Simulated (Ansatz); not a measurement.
# CdSe

```
Cd Se
1.0
     0.00000    2.86907    2.86907
     2.86907    0.00000    2.86907
     2.86907    2.86907    0.00000
Cd Se
1 1
Direct
  0.00000 0.00000 0.00000
  0.50000 0.50000 0.50000
```

Atom numbers follow the list: Cd1, Se2.

The structure comes from a relaxation in the same program, started in the rocksalt type, and has space group Fm-3m. Whether it is a known phase or the ground state wasn't checked.

All numbers are computed: DFT, PBE, all-electron LAPW, scalar-relativistic (Ansatz 0.2.0); DFT, PBE, PAW with Ansatz's default frozen-core files, scalar-relativistic (Ansatz 0.2.0).

For LAPW: a Γ-centred 12×12×12 k mesh, Fermi–Dirac smearing of 0.03 eV, basis error target 1 meV/atom, no spin polarisation. PAW takes a cutoff of 420 eV at this cell. The Ansatz runs share mesh, smearing and spin set-up. Values come from LAPW unless marked.

| Item | Value |
| --- | --- |
| Bader charges (from the PAW run) | Cd1 +0.79, Se2 -0.79 e |
| Density of states at the Fermi level (0.2 eV bin) | 0.16 states/eV per cell |
| Pressure at this cell | -0.03 GPa |
| Volume per atom | 23.62 Å³ |

Q: Give the computed value. Band gap.

A: none: bands cross the Fermi level, a metal.

Q: Give the computed value. Löwdin charges (with 0.17 e of the cell spilling out of the atomic basis, so their sizes and signs hang on that basis).

A: Cd1 1.20, Se2 -1.03 e.
